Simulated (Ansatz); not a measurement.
# How much does Cd in W(100), 2x2 scatter?

Wanted: the reflection from a plane of defects, Cd in W(100), 2x2, and the resistivity it implies.

Calculated with Ansatz 0.2.0; Ansatz plane-wave DFT, PBE, PAW files; ballistic transport by layer matching (Landauer), zero bias; PAW set soft_1.

### 1. Set-up

The cell holds 72 atoms: 71 W and 1 Cd. Cell: a = 6.330 Å, b = 6.330 Å, c = 28.483 Å, α = 90.0°, β = 90.0°, γ = 90.0°. It derives from W. Regions: lead, 40 atoms (40 W); scattering region, 32 atoms (31 W and 1 Cd). The structure is stacked along c, and the current runs across the ab planes.

### 2. Transmission at ideal sites

The defect sits in one plane of the supercell, all atoms on ideal sites; the layers about the cell's end are the lead. The mesh across the current, 8×8, is finer than the density's, because channels open and close sharply across the zone. Energies from -0.1 to 0.1 eV in steps of 0.05 eV are too few for the program's thermal sum, so it prints no conductance; for a metal the transmission near the Fermi level serves, at a fraction of the cost.

The input, input.yaml:

```yaml
crystal:
  lattice:
    - [6.3296, 0.0, 0.0]
    - [0.0, 6.3296, 0.0]
    - [0.0, 0.0, 28.4832]
  atoms:
    - { symbol: W, position: [0.0, 0.0, 0.0277777778] }
    - { symbol: W, position: [0.0, 0.5, 0.0277777778] }
    - { symbol: W, position: [0.5, 0.0, 0.0277777778] }
    - { symbol: W, position: [0.5, 0.5, 0.0277777778] }
    - { symbol: W, position: [0.25, 0.25, 0.0833333333] }
    - { symbol: W, position: [0.25, 0.75, 0.0833333333] }
    - { symbol: W, position: [0.75, 0.25, 0.0833333333] }
    - { symbol: W, position: [0.75, 0.75, 0.0833333333] }
    - { symbol: W, position: [0.0, 0.0, 0.1388888889] }
    - { symbol: W, position: [0.0, 0.5, 0.1388888889] }
    - { symbol: W, position: [0.5, 0.0, 0.1388888889] }
    - { symbol: W, position: [0.5, 0.5, 0.1388888889] }
    - { symbol: W, position: [0.25, 0.25, 0.1944444444] }
    - { symbol: W, position: [0.25, 0.75, 0.1944444444] }
    - { symbol: W, position: [0.75, 0.25, 0.1944444444] }
    - { symbol: W, position: [0.75, 0.75, 0.1944444444] }
    - { symbol: W, position: [0.0, 0.0, 0.25] }
    - { symbol: W, position: [0.0, 0.5, 0.25] }
    - { symbol: W, position: [0.5, 0.0, 0.25] }
    - { symbol: W, position: [0.5, 0.5, 0.25] }
    - { symbol: W, position: [0.25, 0.25, 0.3055555556] }
    - { symbol: W, position: [0.25, 0.75, 0.3055555556] }
    - { symbol: W, position: [0.75, 0.25, 0.3055555556] }
    - { symbol: W, position: [0.75, 0.75, 0.3055555556] }
    - { symbol: W, position: [0.0, 0.0, 0.3611111111] }
    - { symbol: W, position: [0.0, 0.5, 0.3611111111] }
    - { symbol: W, position: [0.5, 0.0, 0.3611111111] }
    - { symbol: W, position: [0.5, 0.5, 0.3611111111] }
    - { symbol: W, position: [0.25, 0.25, 0.4166666667] }
    - { symbol: W, position: [0.25, 0.75, 0.4166666667] }
    - { symbol: W, position: [0.75, 0.25, 0.4166666667] }
    - { symbol: W, position: [0.75, 0.75, 0.4166666667] }
    - { symbol: W, position: [0.0, 0.0, 0.4722222222] }
    - { symbol: W, position: [0.0, 0.5, 0.4722222222] }
    - { symbol: W, position: [0.5, 0.0, 0.4722222222] }
    - { symbol: W, position: [0.5, 0.5, 0.4722222222] }
    - { symbol: Cd, position: [0.25, 0.25, 0.5277777778] }
    - { symbol: W, position: [0.25, 0.75, 0.5277777778] }
    - { symbol: W, position: [0.75, 0.25, 0.5277777778] }
    - { symbol: W, position: [0.75, 0.75, 0.5277777778] }
    - { symbol: W, position: [0.0, 0.0, 0.5833333333] }
    - { symbol: W, position: [0.0, 0.5, 0.5833333333] }
    - { symbol: W, position: [0.5, 0.0, 0.5833333333] }
    - { symbol: W, position: [0.5, 0.5, 0.5833333333] }
    - { symbol: W, position: [0.25, 0.25, 0.6388888889] }
    - { symbol: W, position: [0.25, 0.75, 0.6388888889] }
    - { symbol: W, position: [0.75, 0.25, 0.6388888889] }
    - { symbol: W, position: [0.75, 0.75, 0.6388888889] }
    - { symbol: W, position: [0.0, 0.0, 0.6944444444] }
    - { symbol: W, position: [0.0, 0.5, 0.6944444444] }
    - { symbol: W, position: [0.5, 0.0, 0.6944444444] }
    - { symbol: W, position: [0.5, 0.5, 0.6944444444] }
    - { symbol: W, position: [0.25, 0.25, 0.75] }
    - { symbol: W, position: [0.25, 0.75, 0.75] }
    - { symbol: W, position: [0.75, 0.25, 0.75] }
    - { symbol: W, position: [0.75, 0.75, 0.75] }
    - { symbol: W, position: [0.0, 0.0, 0.8055555556] }
    - { symbol: W, position: [0.0, 0.5, 0.8055555556] }
    - { symbol: W, position: [0.5, 0.0, 0.8055555556] }
    - { symbol: W, position: [0.5, 0.5, 0.8055555556] }
    - { symbol: W, position: [0.25, 0.25, 0.8611111111] }
    - { symbol: W, position: [0.25, 0.75, 0.8611111111] }
    - { symbol: W, position: [0.75, 0.25, 0.8611111111] }
    - { symbol: W, position: [0.75, 0.75, 0.8611111111] }
    - { symbol: W, position: [0.0, 0.0, 0.9166666667] }
    - { symbol: W, position: [0.0, 0.5, 0.9166666667] }
    - { symbol: W, position: [0.5, 0.0, 0.9166666667] }
    - { symbol: W, position: [0.5, 0.5, 0.9166666667] }
    - { symbol: W, position: [0.25, 0.25, 0.9722222222] }
    - { symbol: W, position: [0.25, 0.75, 0.9722222222] }
    - { symbol: W, position: [0.75, 0.25, 0.9722222222] }
    - { symbol: W, position: [0.75, 0.75, 0.9722222222] }
kpoints:
  mp_grid: { grid: [4, 4, 1] }
hamiltonian:
  xc: pbe
  pseudopotentials: { kind: paw, azcp: { folder: soft_1 } }
scf:
  occupations: { method: fermi_dirac, width: 0.1 }
output:
  transmission: { leads: [[0, 4]], kmesh: [8, 8], e_range: [-0.1, 0.1], de: 0.05 }
  write_potential: true
  write_density: true
  volumetric_format: npy
  elf: true
```

Run with:

```bash
> ansatz run input.yaml --threads 4 --pin off --max-ram 15360MiB --backend cpu --events-out ev --progress --plain --runs-dir out
```

Numbers of over 12 decimals in the logs are rounded to 6 here.

What it wrote:

```text
Engine: ansatz 0.2.0, aarch64-unknown-linux-gnu
Pseudopotentials: kind: paw
Pseudopotential: W, paw, valence charge 14, recommended cutoff 420 eV (normal), soft_1/W.paw.azcp
Pseudopotential: Cd, paw, valence charge 20, recommended cutoff 420 eV (normal), soft_1/Cd.paw.azcp
Functional definition: PBE
  parameter kappa = 0.804
  parameter beta = 0.066725
  exchange = pbe_x(kappa = kappa, mu = beta*pi^2/3)
  correlation = pbe_c(beta = beta)
Crystal: 72 atoms, lattice volume = 1141.146 Å³
Basis set: ecut = 420 eV, 22299 PW (Γ)
Bands: 609, of which v1, the nominal top of the filled ones, is band 507 counted from 1 (506 counted from 0)
Symmetry: 16 space group operations
Space group: P4/mmm (ITA 123), of the structure as read, at distance tolerance 1.0e-4 Å
k-points: 6 of 16
Non-local potential: W, projectors of the file, l = 0: 3, l = 1: 2, l = 2: 2, l = 3: 1
Non-local potential: Cd, projectors of the file, l = 0: 3, l = 1: 2, l = 2: 2, l = 3: 1
PAW form: soft (Blöchl's): semilocal exchange-correlation on the pseudo side does not see the compensation charge
PAW one-centre angular grid: W, 590 points (default); XC on 64 Gauss nodes
PAW one-centre angular grid: Cd, 590 points (default); XC on 64 Gauss nodes
Initial density: superposition of atomic densities (chi_scale 0.1, normalization cell, long waves of neutral atoms (reshape's long-wave potential 2.50 eV rms, cloud 3.06 Å wide))
Initial wavefunctions: pseudopotential atomic-orbital guess
Functional: x = pbe(κ = 0.804, μ = 0.219515), c = pbe(β = 0.066725)
SCF iter   1: F=—  HF=-745667.757273 eV  |F-HF|=—  |Δ(HF+E_count)|=         —  Δρ=6.48e-2  dr2=5.97e1  ethr=3.10e-3  ⟨swp⟩=5.3  Hψ=11479  notcnv=0
preconditioner: auto → Kerker (q_TF=auto, 2.675 Å⁻¹)  [metal: Δε(μ)=0.013 eV  Ē_g=5.616 eV  σ=0.100 eV  W_gap=0.03  n_scr=372 (ndim 8)  ℏωp=23.0 eV  f_vac=0.000  D(μ)=30.84/eV (n_scr^D=184)]
SCF iter   2: F=—  HF=-745657.243031 eV  |F-HF|=—  |Δ(HF+E_count)|=    1.05e1  Δρ=3.84e-2  dr2=2.17e1  ethr=3.10e-3  ⟨swp⟩=2.0  Hψ=7389  notcnv=0  defer=39
SCF iter   3: F=—  HF=-745652.127564 eV  |F-HF|=—  |Δ(HF+E_count)|=    5.12e0  Δρ=3.63e-3  dr2=2.83e-1  ethr=2.14e-3  ⟨swp⟩=3.0  Hψ=5455  notcnv=0  defer=39
SCF iter   4: F=—  HF=-745652.136754 eV  |F-HF|=—  |Δ(HF+E_count)|=   9.19e-3  Δρ=1.44e-3  dr2=6.00e-2  ethr=2.79e-5  ⟨swp⟩=2.5  Hψ=7770  notcnv=0  defer=7
SCF iter   5: F=—  HF=-745652.130655 eV  |F-HF|=—  |Δ(HF+E_count)|=   6.10e-3  Δρ=2.96e-4  dr2=1.27e-2  ethr=5.91e-6  ⟨swp⟩=2.0  Hψ=6672  notcnv=0  defer=7
SCF iter   6: F=—  HF=-745652.129782 eV  |F-HF|=—  |Δ(HF+E_count)|=   8.72e-4  Δρ=1.64e-4  dr2=3.31e-4  ethr=1.25e-6  ⟨swp⟩=2.0  Hψ=4964  notcnv=0  defer=7
SCF iter   7: F=—  HF=-745652.129755 eV  |F-HF|=—  |Δ(HF+E_count)|=   2.77e-5  Δρ=2.01e-5  dr2=1.73e-5  ethr=3.26e-8  ⟨swp⟩=2.0  Hψ=6695  notcnv=0  defer=7
SCF iter   8: F=—  HF=-745652.130231 eV  |F-HF|=—  |Δ(HF+E_count)|=   4.76e-4  Δρ=2.76e-6  dr2=8.52e-7  ethr=1.71e-9  ⟨swp⟩=2.0  Hψ=5027  notcnv=0  defer=7
SCF iter   9: F=—  HF=-745652.130231 eV  |F-HF|=—  |Δ(HF+E_count)|=   1.96e-8  Δρ=6.91e-7  dr2=1.36e-7  ethr=9.86e-12  ⟨swp⟩=6.2  Hψ=8325  notcnv=0
SCF iter  10: F=-745652.130231 eV  HF=-745652.130231 eV  |F-HF|=3.03e-9  |Δ(HF+E_count)|=   4.42e-9  Δρ=2.22e-7  dr2=3.09e-9  ethr=9.86e-12  ⟨swp⟩=2.0  Hψ=6712  notcnv=0
SCF 1 converged in 10 iterations: F = -745652.130231 eV  dr2 = 3.09e-9
  greatest PAW one-centre occupation: 1.000 electrons in one spin orbital (limit 2), on the Cd atom at site 36 (counted from 0), in its partial waves of l = 0
transmission: 60 of 540 steps passed
transmission: 108 of 540 steps passed
[...]
transmission: 540 of 540 steps passed
SCF converged after 10 iterations
Free energy (F): -745652.130231 eV
Harris-Foulkes:  -745652.130231 eV  (|F-HF|=3.03e-9)
Internal energy: -745650.887970 eV  (E = F + TS)
E sigma→0 (E₀):  -745651.509100 eV
Entropy (-TS):   -1.242260 eV (-17.254 meV/atom)
Fermi energy:    22.372646 eV
--- Per-component energies (eV) ---
  E_band       = -6231.843798
  E_kinetic    = 30396.147615
  E_local      = -41519.405426  (includes V_loc(G=0)·N_el)
  E_nonlocal   = -1690.187010
  E_hartree    = 17652.140447
  E_xc         = -19172.924818
  E_vxc        = -16634.192115  (∫ρ·V_xc dr)
  E_paw        = -613123.745620  (= ΣΔE_a)
  E_vpaw       = -12088.501015  (= ΣTr[D̂ρ^β])
  E_aug_tail   = 0.010794  (compensation charges beyond the density's cutoff)
  E_ewald      = -118192.923952
  E_smearing   = -1.242260  (= −TS)
  E_closure    = 0.000000  (closes the sum)
  Σ components = -745652.130231   (vs F -745652.130231, Δ=0.00e0)
--- Band table (eV; the first three rows and the last of 6) ---
  k-point 0: bands = [... 503 lower, 22.2968, 22.3297, 22.3297, 22.3627, 22.3675, 22.3778, 22.3913, 22.5092, ... 98 higher]
  k-point 1: bands = [... 503 lower, 22.2633, 22.2742, 22.3180, 22.3423, 22.3650, 22.3850, 22.4031, 22.4222, ... 98 higher]
  k-point 2: bands = [... 503 lower, 22.3223, 22.3240, 22.4807, 22.4870, 22.5026, 22.5345, 22.5639, 22.5890, ... 98 higher]
  k-point 5: bands = [... 503 lower, 21.4802, 21.6970, 21.7236, 22.1645, 22.5141, 22.5141, 22.5221, 22.5221, ... 98 higher]
--- Transmission ---
  basis      : 349 plane waves across, 36 finite elements along
  points     : 15, standing for a mesh of 8 x 8
  energies   : 5 from -0.100000 to 0.100000 eV about the Fermi level, 0.050000 eV apart; the leads are filled to 0.000000 eV, and channels, transmission and decay are at 0.000000 eV
  crystal 0  : W4, at the sites [0, 4], period 1.5824 Å, over 26.90 Å; its Hamiltonian steps by up to 3.5 meV
    offset         : up to 0.0000 Å between an atom of the period and one for which it stands
    channels       : 5.281250e0 a spin
    conductance    : none, the energies end too early or step too widely for 300 K: set another output.transmission.e_range or a lower de, or, where they end at an eighth of basis.ecutwfc, a higher one
    slowest decay  : 0.0380 /Å at (0.5000, 0.5000)
  junction   : crystal 0 to crystal 0, 0.88 to 27.79 Å
    transmission   : 3.152521e0 a spin
    conductance    : none, the energies end too early or step too widely for 300 K: set another output.transmission.e_range or a lower de, or, where they end at an eighth of basis.ecutwfc, a higher one
```

Run time: 6.6 min. Hardware: 4 threads of Arm Neoverse V2, shared host; peak memory 11 GiB; 26 min of CPU time.

This step gave:

| Item | Value |
| --- | --- |
| free energy | -745652.1302 eV |
| energy at zero smearing | -745651.5091 eV |
| Fermi energy | 22.37 eV |
| cell area | 40.06 Å² |
| transmission per spin nearest the Fermi level | 3.153 |
| open channels per spin nearest the Fermi level | 5.281 |
| step of the lead's potential | 3.5 meV |

Per spin. The transmission, zone mean by energy, zero at the Fermi level:

```csv
energy (eV),"transmission, zone mean"
-0.1000,2.93
-0.0500,2.98
0.0000,3.15
0.0500,3.29
0.1000,3.23
```

Per spin. Open channels, zone mean, lead against energy, zero at the Fermi level:

```csv
energy (eV),"open channels, zone mean, lead"
-0.1000,4.72
-0.0500,4.66
0.0000,5.28
0.0500,5.66
0.1000,5.53
```

Transmission over k1 and k2. At 0.0000 eV from the Fermi level.

Ten even steps from '_' (0.0) to '@' (11.6):
```
____....::....__
....__::==::__..
....::##@@##::..
..::==@@@@@@==::
....::##@@##::..
....__::==::__..
____....::....__
____..........__
```
Columns: k1 (b1) from -0.5 to 0.375; rows upwards: k2 (b2) from -0.5 to 0.375.

Open channels over k1 and k2. At 0.0000 eV from the Fermi level.

Ten even steps from '_' (0.0) to '@' (14.0):
```
..__::::--::::__
..::..++++++..::
::::++@@@@@@++::
::--++@@@@@@++--
::::++@@@@@@++::
..::..++++++..::
..__::::--::::__
__....::::::....
```
Columns: k1 (b1) from -0.5 to 0.375; rows upwards: k2 (b2) from -0.5 to 0.375.

Electrostatic potential energy in the ca plane at fractional y = 0.250, with atoms of W and Cd within 0.2 Å of it. With pseudopotentials it is smooth inside the atoms' cores, unlike the true potential.

Ten even steps from '0' (-24 eV) to '9' (23 eV), each cell a mean:
```
99999999999999999999999999999999999999999999
89999755689999755799998655799998656899997556
58998300269997200279996100389984101589973002
27996100038985000059983000169972000279961000
27996100038995000059983000169972000279961000
58998410269997300379996201489985101589973102
89999755689999755799998655799998656899997556
99999999999999999999999999999999999999999999
99999999999999999999999999999999999999999999
99999987899999877899999888999999878999998878
69998522479998522589998545699996323699985224
38997200048995100169996323489973000389962000
27996000038984000048985312479972000279950000
38997200048996100169996323489973000389972000
69998632479998522589998555799996323799985324
99999987899999877899999988999999878999999878
99999999999999999999999999999999999999999999
```
Columns run along c (16.0 Å, from fractional 0.22 to 0.78 of the cell; values clipped at the 3rd and 97th percentile), rows up along a (6.3 Å). Atoms in or near the plane, at fractional coordinates: W at (0.31, 0.25), W at (0.31, 0.75), W at (0.42, 0.25), W at (0.42, 0.75), Cd at (0.53, 0.25), W at (0.53, 0.75), W at (0.64, 0.25), W at (0.64, 0.75), W at (0.75, 0.25), W at (0.75, 0.75).

Valence density in the ca plane at fractional y = 0.250, with atoms of W and Cd within 0.2 Å of it. It is the smooth field of the valence electrons, not physical close to the nuclei.

Ten steps, logarithmic in the rise over the least value, from '0' (0 e/Å³) to '9' (22 e/Å³), each cell a mean:
```
00000000000000000000000000000000000000000000
10000123210001222110001222100001232100001232
31001456520002466420002565410013565310014565
41002566641003666630004666520014666410025666
41002566641003666630004666520014666410025666
31001456520002466420002565410013565310014565
10000122210001122100001222100001232100001222
00000000000000000000000000000000000000000000
00000000000000000000000000000000000000000000
00000011100000111100000011000000111000000111
20001244310001344310001455200002444200013443
41001566630002566520003788510014666410025666
41002566641003666630004899620015666410025666
41001466630002566520003788510014666410025666
20001244310001344310001455200002444200012443
00000011100000111100000011000000111000000111
00000000000000000000000000000000000000000000
```
Columns run along c (16.0 Å, from fractional 0.22 to 0.78 of the cell), rows up along a (6.3 Å). Atoms in or near the plane, at fractional coordinates: W at (0.31, 0.25), W at (0.31, 0.75), W at (0.42, 0.25), W at (0.42, 0.75), Cd at (0.53, 0.25), W at (0.53, 0.75), W at (0.64, 0.25), W at (0.64, 0.75), W at (0.75, 0.25), W at (0.75, 0.75).

ELF in the ca plane at fractional y = 0.250, with atoms of W and Cd within 0.2 Å of it. It is the smooth field of the valence electrons, not physical close to the nuclei.

Values, 9 rows by 16 columns, each cell a mean:
```
0.42 0.43 0.26 0.39 0.45 0.28 0.35 0.48 0.30 0.30 0.48 0.35 0.28 0.45 0.39 0.26
0.34 0.33 0.54 0.38 0.33 0.52 0.43 0.35 0.47 0.47 0.35 0.43 0.51 0.33 0.38 0.54
0.34 0.32 0.51 0.39 0.30 0.49 0.43 0.30 0.47 0.47 0.30 0.44 0.49 0.30 0.39 0.51
0.39 0.41 0.30 0.36 0.44 0.30 0.34 0.48 0.31 0.31 0.48 0.33 0.30 0.45 0.36 0.30
0.46 0.46 0.34 0.45 0.45 0.36 0.44 0.43 0.34 0.34 0.43 0.44 0.36 0.45 0.45 0.34
0.37 0.38 0.41 0.35 0.41 0.39 0.36 0.38 0.28 0.28 0.38 0.36 0.38 0.42 0.35 0.41
0.33 0.31 0.45 0.39 0.29 0.45 0.43 0.25 0.55 0.54 0.25 0.43 0.45 0.28 0.39 0.45
0.35 0.36 0.51 0.36 0.38 0.47 0.39 0.35 0.33 0.33 0.35 0.39 0.47 0.39 0.36 0.50
0.45 0.45 0.30 0.43 0.45 0.32 0.41 0.43 0.31 0.32 0.43 0.41 0.32 0.45 0.43 0.30
```
Columns run along c (16.0 Å, from fractional 0.22 to 0.78 of the cell), rows up along a (6.3 Å). Atoms in or near the plane, at fractional coordinates: W at (0.31, 0.25), W at (0.31, 0.75), W at (0.42, 0.25), W at (0.42, 0.75), Cd at (0.53, 0.25), W at (0.53, 0.75), W at (0.64, 0.25), W at (0.64, 0.75), W at (0.75, 0.25), W at (0.75, 0.75).

Over the solved energies the transmission per spin lies between 2.93 and 3.29, out of 5.17 channels of the lead on average (up to 5.66).

### 3. Resistance at ideal sites

This step: Ansatz plane-wave DFT, PBE, PAW files; ballistic transport by layer matching (Landauer), zero bias; area resistance of the defect plane and resistivity an atomic per cent; PAW set soft_1 (Ansatz 0.2.0).

This step gave:

```yaml
area_resistance: 0.6512 fΩ m²
t_over_the_leads_mean_channel_count: 0.6044
resistivity_per_at_scaled_from_this_dense_plane_with_the_factor_3_over_4_for_isotropic_scattering: 12.35 µΩ cm
```

Averaged over the energies near the Fermi level, 60.4 % of the channels pass, which makes 0.651 fΩ m².

By hand, with T and the leads' channels N averaged over the energies near the Fermi level: RA = A (h/2e²)(1/T − 1/N) = 40.06×10⁻²⁰ m² × 12 906 Ω × (1/3.141 − 1/5.198) = 0.651 fΩ m². Per atomic per cent: RA × A / V_atom × 0.01 × 3/4 = 12.3 µΩ cm, with the host's V_atom = 15.85 Å³.

### 4. What came out

```json
{
 "share of channels that pass, rigid": "0.604",
 "area resistance, rigid": "0.651 fΩ m²",
 "resistivity per at.% from the area resistance, times 3/4, rigid": "12.3 µΩ cm"
}
```

In words: The plane of defects adds 0.65 fΩ m². Scaled to one atomic per cent that is 16 µΩ cm as it stands and 12 with the factor 3/4 for isotropic scattering on a spherical Fermi surface; with the reflection in place of the resistance taken as linear in the density it would be 7.5. These are rough estimates of the dilute value, not bounds. One Cd in each 2x2 cell reflects 40 % of the lead's channels. The defects form a dense periodic sheet that scatters coherently, unlike a dilute random alloy. T and N are means over the solved energies nearest the Fermi level. Spin-orbit coupling is left out, which matters for W.

[Logs are printed without paths, hosts, clocks, repeated set-up lines and the standing remarks that a program may print on its own settings, such as how far it seeks lower states.]

[Hosts, paths, dates, database ids (printed as entryN), source tags and the programs' standing remarks are cut or masked in the printed files.]
